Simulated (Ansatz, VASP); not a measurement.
## Two plane-wave programs on In

```xyz
1
Lattice="2.8475 0.0000 0.0000 0.0000 2.8475 0.0000 0.0000 0.0000 2.8475" Properties=species:S:1:pos:R:3 pbc="T T T"
In    0.0000    0.0000    0.0000
```

Alike in both runs: task single point; functional LDA; k mesh 12 × 12 × 12; occupations fermi-dirac, width 0.1 eV; no spin polarisation.

```csv
,VASP,Ansatz
version,VASP 6.6.1,Ansatz 0.2.0
potentials or method,"VASP PAW LDA potentials, release 64 (In_d)","plane waves (420 eV) with PAW, scalar-relativistic"
plane-wave cutoff (eV),520,420
valence electrons in the cell,13,13
```

VASP gave:

| Item | Value |
| --- | --- |
| pressure (GPa) | 8.3 |

Q: Estimate Ansatz's values.

A: Pressure (GPa): 8.2.

Ansatz warned: «pseudo_functional_mismatch».
